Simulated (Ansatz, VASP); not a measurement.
This is a calculation of K2S for Ansatz 0.2.0.

input.yaml

```yaml
crystal:
  lattice:
    - [0.0, 3.7796430067, 3.7796430067]
    - [3.7796430067, 0.0, 3.7796430067]
    - [3.7796430067, 3.7796430067, 0.0]
  atoms:
    - { symbol: K, position: [0.25, 0.25, 0.25] }
    - { symbol: K, position: [0.75, 0.75, 0.75] }
    - { symbol: S, position: [0.0, 0.0, 0.0] }
hamiltonian:
  xc: pbesol
  pseudopotentials: { kind: paw }
kpoints:
  mp_grid: { grid: [6, 6, 6] }
scf:
  occupations: { method: fermi_dirac, width: 0.05 }
output:
  forces: true
  stress: true
  eigenvalues: true
```

Potentials or basis: Ansatz PAW.

The run is started by

```console
$ ansatz run input.yaml --threads 1 --pin off --max-ram 3584MiB --backend cpu --events-out ev --progress --plain --runs-dir out
```

Set up the same calculation for VASP 6.6.1. Potentials there: VASP PAW PBE potentials, release 64 (K_sv, S).

As run (the cutoff follows the program's own potentials):

Contents of INCAR:

```
PREC = Accurate
ENCUT = 520
EDIFF = 1E-7
ISMEAR = -1
SIGMA = 0.05
LREAL = False
LASPH = True
NELM = 60
ALGO = Normal
ISIF = 2
LWAVE = False
LCHARG = False
GGA = PS
NBANDS = 19
```

The input KPOINTS:

```
Automatic mesh
0
Gamma
  6 6 6
```

File POSCAR:

```
K2S
1.0
    0.0000000000      3.7796430067      3.7796430067
    3.7796430067      0.0000000000      3.7796430067
    3.7796430067      3.7796430067      0.0000000000
K S
2 1
Direct
    0.2500000000      0.2500000000      0.2500000000
    0.7500000000      0.7500000000      0.7500000000
    0.0000000000      0.0000000000      0.0000000000
```

Potentials or basis: VASP PAW PBE potentials, release 64 (K_sv, S).

Run with:

```sh
$ cat potpaw_PBE.64/K_sv/POTCAR potpaw_PBE.64/S/POTCAR > POTCAR
$ mpirun -np 1 vasp_std > vasp.out
```

Both were run:

|  | VASP | Ansatz | Ansatz less VASP |
| --- | --- | --- | --- |
| gap on the k mesh at the Fermi level (eV) | 2.13 | 2.14 | +0.001 |
| least direct gap on the mesh (eV) | 2.28 | 2.28 | +0.002 |
| pressure (GPa) | -1.4 | -1.5 | -0.03 |

Caveats: the PAW data sets were made with another functional, which shifts forces and pressure a little (VASP); the PAW data sets come from PBE, with cores solved anew for the run's functional, which leaves a small shift of forces and pressure (Ansatz). A k mesh can miss the band edges.
